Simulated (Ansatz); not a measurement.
A nudged elastic band was laid between two geometries of a periodic cell of 23 atoms, Ca$_{8}$F$_{15}$ (host CaF2, host structure Fm-3m, one F atom removed), cell charge -1.

Theory: DFT LDA, scalar-relativistic, plane waves, PAW (Ansatz). Settings: PAW set soft_1, cutoff 420 eV, k mesh 2x2x2, gaussian smearing 0.02 eV, no spin polarisation.

- movable images: 3
- climbing image: yes
- spring: 5.0 eV/Å²
- optimiser: fire
- start path: default
- force threshold: 0.05 eV/Å
- iteration limit: 50
- end points: relaxed
- largest step: 1.0 Å

First end point:

```xyz
23
Lattice="0.0000 5.2812 5.2812 5.2812 0.0000 5.2812 5.2812 5.2812 0.0000" Properties=species:S:1:pos:R:3
Ca -0.032 -0.026 -0.029
F 1.317 1.324 1.321
F 3.958 3.964 3.961
Ca 2.668 2.673 -0.029
F 3.959 3.965 1.389
F 6.600 6.605 3.967
Ca 2.668 -0.026 2.670
F 3.959 1.391 3.961
F 6.600 3.970 6.601
Ca 5.283 2.641 2.637
F 6.531 3.964 3.961
F 9.234 6.606 6.601
Ca -0.032 2.673 2.670
F 1.385 3.964 3.961
F 3.963 6.605 6.601
Ca 2.635 5.288 2.637
F 3.959 6.537 3.961
F 6.600 9.240 6.602
Ca 2.635 2.641 5.285
F 3.959 3.965 6.534
F 6.600 6.605 9.237
Ca 5.282 5.288 5.285
F 6.599 6.605 6.602
```

Last end point:

```xyz
23
Lattice="0.0000 5.2812 5.2812 5.2812 0.0000 5.2812 5.2812 5.2812 0.0000" Properties=species:S:1:pos:R:3
Ca -0.030 0.030 -0.030
F 1.320 1.325 1.320
F 3.961 4.025 3.961
Ca 2.636 2.645 0.004
F 3.956 3.961 1.320
F 6.537 6.601 3.961
Ca 2.671 0.030 2.671
F 3.961 -1.385 3.961
F 6.601 3.961 6.601
Ca 5.251 2.611 2.671
F 6.601 3.961 3.966
F 9.242 6.601 6.666
Ca 0.004 2.645 2.636
F 1.320 3.961 3.956
F 3.961 6.601 6.537
Ca 2.636 5.277 2.636
F 3.961 6.601 3.961
F 6.601 9.242 6.601
Ca 2.671 2.611 5.251
F 3.966 3.961 6.601
F 6.666 6.601 9.242
Ca 5.286 5.277 5.286
F 6.601 6.597 6.601
```

Question: Which bonds break or form, and what moves?

Answer: Contacts lost: F8–Ca10, F8–Ca19. Contacts made: Ca4–F8, F8–Ca13. The atom that moves furthest is F8, by 2.78 Å.

Question: What energy profile does the band end with?

Answer: It converged. The highest image is number 2 of 0 to 4, 1.96 eV above the ends, which have the same energy within 2 meV. The order of the stationary point at the top wasn't checked. Another band between the same ends, with other settings, climbed to 1.18 eV only, so this may not be the lowest route. Limits of this set-up: PAW files made for another functional, charged cell in a uniform background, uncorrected.

```
image  path coordinate (Å)  energy (eV)  F8–Ca10 (Å)  F8–Ca19 (Å)  Ca4–F8 (Å)
    0                 0.00         0.00         2.25         2.25        4.39
    1                 0.72         0.88         2.66         2.66        3.75
    2                 1.44         1.96         3.18         3.18        3.18
    3                 2.16         0.89         3.75         3.75        2.66
    4                 2.88         0.00         4.39         4.39        2.25
```

Question: What is the geometry of the highest image?

Answer: 
```xyz
23
Lattice="0.0000 5.2812 5.2812 5.2812 0.0000 5.2812 5.2812 5.2812 0.0000" Properties=species:S:1:pos:R:3
Ca 0.103 0.002 0.104
F 1.319 1.378 1.320
F 3.960 4.003 3.961
Ca 2.667 2.686 -0.027
F 3.957 3.969 1.350
F 6.571 6.597 3.964
Ca 2.535 0.002 2.537
F 3.960 0.001 3.961
F 6.600 3.980 6.602
Ca 5.253 2.599 2.668
F 6.571 3.969 3.964
F 9.238 6.597 6.631
Ca -0.029 2.686 2.668
F 1.349 3.969 3.958
F 3.962 6.597 6.572
Ca 2.635 5.283 2.636
F 3.960 6.562 3.961
F 6.600 9.188 6.602
Ca 2.667 2.599 5.254
F 3.963 3.969 6.572
F 6.630 6.597 9.240
Ca 5.284 5.283 5.286
F 6.600 6.586 6.602
```

The run took 6.8 min on 2 threads of AMD EPYC 7B13 (Zen 3), on a shared host, peak memory 1.2 GiB.
